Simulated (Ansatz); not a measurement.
Ge: vibrational free energy, entropy and heat capacity

Computed with DFT PBE, scalar-relativistic, plane waves, PAW in Ansatz 0.2.0. Cutoff 420 eV, 12×12×2 k-points (Γ-centred), Fermi-Dirac smearing of 0.15 eV. No spin polarisation. Phonons by linear response, acoustic sum rule imposed.

Relaxed structure:
Space group P-6m2 (No. 187). a = 4.063 Å, b = 4.063 Å, c = 20.041 Å, α = 90.00°, β = 90.00°, γ = 120.00°
```tsv
atom	site	symmetry	x	y	z
Ge	2g	3m.	0.0000	0.0000	0.6044
Ge	2g	3m.	0.0000	0.0000	0.2704
Ge	2i	3m.	0.6667	0.3333	0.4375
Ge	2i	3m.	0.6667	0.3333	0.7714
Ge	2i	3m.	0.6667	0.3333	0.1045
Ge	2h	3m.	0.3333	0.6667	0.9373
```

The cell was found from a structure generator's guess, not taken from experiment. In a metal, frequencies and elastic constants depend on the k mesh and the smearing, soft modes and shear constants most. The q mesh is coarse, so values between its points are rough. This form isn't the element's ground state: it lies 9 meV/atom above the standard structure at this level.

Force constants from linear response on a 2×2×1 q mesh, interpolated to a fine mesh.

(1) Give the zero-point energy per atom.

(2) How large are the vibrational entropy and heat capacity at 300 K?

(3) Tabulate them against temperature.

Results:

(1) 32.9 meV.

(2) S = 4.05 k_B and C_V = 2.80 k_B per atom, 93 % of the Dulong–Petit value.

(3)
| T (K) | F_vib (meV/atom) | S (k_B/atom) | C_V (k_B/atom) |
| --- | --- | --- | --- |
| 100 | 28.0 | 1.42 | 1.79 |
| 200 | 8.8 | 2.96 | 2.57 |
| 300 | -21.7 | 4.05 | 2.80 |
| 400 | -60.3 | 4.87 | 2.88 |
| 500 | -105.2 | 5.52 | 2.92 |
| 600 | -155.1 | 6.05 | 2.95 |
| 700 | -209.3 | 6.51 | 2.96 |
| 800 | -267.1 | 6.91 | 2.97 |
| 900 | -328.2 | 7.26 | 2.98 |
| 1000 | -392.1 | 7.57 | 2.98 |
